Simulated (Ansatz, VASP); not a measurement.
**Mg2Ge: VASP beside Ansatz**

```
Mg Ge
1.0
     0.00000    3.18430    3.18430
     3.18430    0.00000    3.18430
     3.18430    3.18430    0.00000
Mg Ge
2 1
Cartesian
  4.7764 4.7764 4.7764
  1.5921 1.5921 1.5921
  0.0000 0.0000 0.0000
```

Alike in both runs: task single point; functional PBE; dispersion D3(BJ); k mesh 6 × 6 × 6; occupations gaussian, width 0.1 eV; no spin polarisation.

|  | VASP | Ansatz |
| --- | --- | --- |
| version | VASP 6.6.1 | Ansatz 0.2.0 |
| potentials or method | VASP PAW PBE potentials, release 64 (Mg, Ge_d) | scalar-relativistic, plane waves, PAW |
| plane-wave cutoff (eV) | 520 | 420 |
| valence electrons in the cell | 18 | 34 |

|  | VASP | Ansatz | Ansatz less VASP |
| --- | --- | --- | --- |
| gap on the k mesh at the Fermi level (eV) | 0.13 | 0.14 | +0.003 |
| least direct gap on the mesh (eV) | 1.08 | 1.08 | +0.005 |
| pressure (GPa) | -1.4 | -1.2 | +0.22 |

The functional is the same, so the differences come from potentials, cutoffs and numerics. The two sets of potentials don't hold the same shells in valence.

A k mesh can miss the band edges. As with any semilocal functional, this PBE gap is likely too small.
